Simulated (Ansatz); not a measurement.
Geometry optimisation, DFT PBEsol, scalar-relativistic, plane waves, PAW (Ansatz 0.2.0).

input.yaml

```yaml
crystal:
  lattice:
    - [0.0, 5.0462, 4.4946]
    - [4.097, 0.0, 4.4946]
    - [4.097, 5.0462, 0.0]
  atoms:
    - { symbol: Si, position: [0.2071942, 0.0409662, 0.9522002] }
    - { symbol: Si, position: [0.3009035, 0.4557026, 0.048534] }
    - { symbol: Si, position: [0.8030485, 0.9408221, 0.0466916] }
    - { symbol: Si, position: [0.2000667, 0.046151, 0.4553165] }
    - { symbol: O, position: [0.4101847, 0.5073872, 0.2152521] }
    - { symbol: O, position: [0.2681788, 0.1534383, 0.6164225] }
    - { symbol: O, position: [0.3645623, 0.7162901, 0.510808] }
    - { symbol: O, position: [0.4755923, 0.1124929, 0.1445048] }
    - { symbol: O, position: [0.1009129, 0.9887157, 0.2722781] }
    - { symbol: O, position: [0.226999, 0.34257, 0.8976582] }
    - { symbol: O, position: [0.1325459, 0.7909912, 0.987907] }
    - { symbol: O, position: [0.0304342, 0.3940106, 0.3412838] }
    - { symbol: Si, position: [0.6971627, 0.5508777, 0.4504093] }
    - { symbol: Si, position: [0.7862386, 0.9532253, 0.5500803] }
    - { symbol: Si, position: [0.2989865, 0.448504, 0.5454245] }
    - { symbol: Si, position: [0.707244, 0.5558717, 0.9469435] }
    - { symbol: O, position: [0.9115708, 0.0146259, 0.7135418] }
    - { symbol: O, position: [0.7658383, 0.6521055, 0.1073083] }
    - { symbol: O, position: [0.8606497, 0.221215, 0.0120451] }
    - { symbol: O, position: [0.599472, 0.4784781, 0.787509] }
    - { symbol: O, position: [0.739764, 0.8401025, 0.3902083] }
    - { symbol: O, position: [0.6337368, 0.285335, 0.4911006] }
    - { symbol: O, position: [0.5339174, 0.8863043, 0.8349742] }
total_charge: -2
basis:
  ecutwfc: 420.0
kpoints:
  mp_grid: { grid: [3, 3, 3] }
hamiltonian:
  xc: pbesol
  pseudopotentials: { kind: paw, azcp: { folder: soft_1 } }
scf:
  occupations: { method: gaussian, width: 0.02 }
  lower_state_search: "off"
relax:
  f_tol: 0.03
  max_steps: 60
  adjacent_minimum: "off"
```

Run as:

```bash
$ ansatz run input.yaml --threads 2 --pin off --max-ram 5120MiB --backend cpu --events-out ev --progress --plain --runs-dir out
```

Q: Where does it end, and by what steps?

A: The run converged. Limits of this set-up: PAW files made for another functional, no spin, though dangling bonds at a vacancy may carry it, a small cell, in which the defect meets its images, a typed lattice constant that wasn't relaxed here, charged cell in a uniform background, uncorrected. After 11 steps the energy has fallen by 3.139 eV; O23 moved furthest, 0.24 Å.

| step | energy less start (eV) | largest force component (eV/Å) | accepted |
| --- | --- | --- | --- |
| 0 | 0.0000 | 3.202 | yes |
| 1 | -1.4552 | 2.473 | yes |
| 2 | -2.8608 | 0.995 | yes |
| 3 | -3.0565 | 0.445 | yes |
| 4 | -2.6348 | 1.309 | no |
| 5 | -3.1159 | 0.262 | yes |
| 6 | -3.1085 | 0.339 | no |
| 7 | -3.1347 | 0.090 | yes |
| 8 | -3.1324 | 0.237 | no |
| 9 | -3.1384 | 0.054 | yes |
| 10 | -3.1392 | 0.035 | yes |
| 11 | -3.1394 | 0.023 | yes |

```xyz
23
Lattice="0.0000 5.0462 4.4946 4.0970 0.0000 4.4946 4.0970 5.0462 0.0000" Properties=species:S:1:pos:R:3
Si 4.166 5.750 1.135
Si 2.024 1.778 3.394
Si 4.096 4.326 7.861
Si 2.040 3.327 1.103
O 2.833 3.074 4.292
O 3.032 4.522 1.754
O 5.010 4.466 4.963
O 1.109 3.160 2.625
O 5.237 1.967 4.790
O 5.156 5.716 2.554
O 7.260 5.674 4.104
O 3.028 1.999 1.888
Si 4.039 5.787 5.595
Si 6.177 6.859 7.742
Si 4.104 4.059 3.413
Si 6.077 8.191 5.813
O 2.981 8.214 4.082
O 3.136 4.465 6.414
O 0.919 4.444 4.867
O 5.122 6.909 4.860
O 5.018 5.674 7.103
O 3.120 5.641 4.116
O 7.295 6.898 6.351
```

Whether the end is a true minimum wasn't checked by a vibrational analysis.

Run time: 85 s on 2 threads of Intel(R) Xeon(R) Platinum 8488C (Sapphire Rapids), on a shared host, peak memory 0.63 GiB.
